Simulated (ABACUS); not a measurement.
Input of an ABACUS 3.10.1 run:

INPUT

```
INPUT_PARAMETERS
suffix              Hf
calculation         scf
basis_type          pw
pseudo_dir          ./
latname             hexagonal
symmetry            1
dft_functional      pbesol
ecutwfc             60
pseudo_rcut         10
nspin               1
nbands              22
ks_solver           dav
smearing_method     fd
smearing_sigma      0.00367493
scf_thr             1e-08
scf_nmax            100
mixing_type         broyden
mixing_beta         0.7
cal_force           1
cal_stress          1
out_chg             1
kpar                4
```

File STRU:

```
ATOMIC_SPECIES
Hf 178.4900 72_Hf_12_2.3_3.0_pbe_n_v1.0.upf

LATTICE_CONSTANT
6.0408875026

LATTICE_PARAMETERS
1.5821941377

ATOMIC_POSITIONS
Direct

Hf
0.0
2
0.6666666667 0.3333333333 0.7500000000 1 1 1
0.3333333333 0.6666666667 0.2500000000 1 1 1
```

The input KPT:

```
K_POINTS
0
Gamma
8 8 4 0 0 0
```

Potentials or basis: SPMS ONCV 1.0 PBE, plane waves.

Launch:

```bash
$ OMP_NUM_THREADS=1 mpirun -np 4 abacus > log
```

Q: What does it give for the band gap on the k mesh?

A: None (metal or under the smearing width).

Q: Predict the pressure.

A: -3.6 GPa.

Caveat: the potentials were made for another functional, which shifts forces and pressure. Spin-orbit coupling is left out, which matters for the levels of Hf.
